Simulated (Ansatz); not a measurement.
Na in Ansatz: the effect of target pressure

The system is Na.

```
Na
1.0
    -2.14100    2.14100    2.14100
     2.14100   -2.14100    2.14100
     2.14100    2.14100   -2.14100
Na
1
Direct
  0.00000 0.00000 0.00000
```

Alike in all runs:

```yaml
Program: Ansatz 0.2.0
Task: relaxation of cell and atoms
Functional: PBEsol
Potentials_or_basis: Ansatz PAW
Cutoff: "420 eV (not typed: the program's choice for these potentials)"
k_mesh: 9 × 9 × 9
Occupations: fermi-dirac, width 0.05 eV
Spin: no spin polarisation
```

Each run relaxes the cell or the atoms first.

Task: One run gave: relaxed volume 15.98 Å³/atom. Which target pressure did it use?
A. 0 GPa
B. 5 GPa
C. 2 GPa
D. 30 GPa
E. 10 GPa

Result: D.

| target pressure | relaxed volume (Å³/atom) |
| --- | --- |
| 0 GPa | 36.23 |
| 2 GPa | 30.23 |
| 5 GPa | 25.83 |
| 10 GPa | 21.97 |
| 20 GPa | 18.10 |
| 30 GPa | 15.98 |

Caveats: the plane-wave basis is chosen anew once the cell has moved, so the energies of steps on either side of that aren't comparable; the PAW data sets come from PBE, with cores solved anew for the run's functional, which leaves a small shift of forces and pressure; the volume moved by over 15 % at a fixed basis, so the end points are rough (some runs).

Runs at the PBE level aren't shown here.
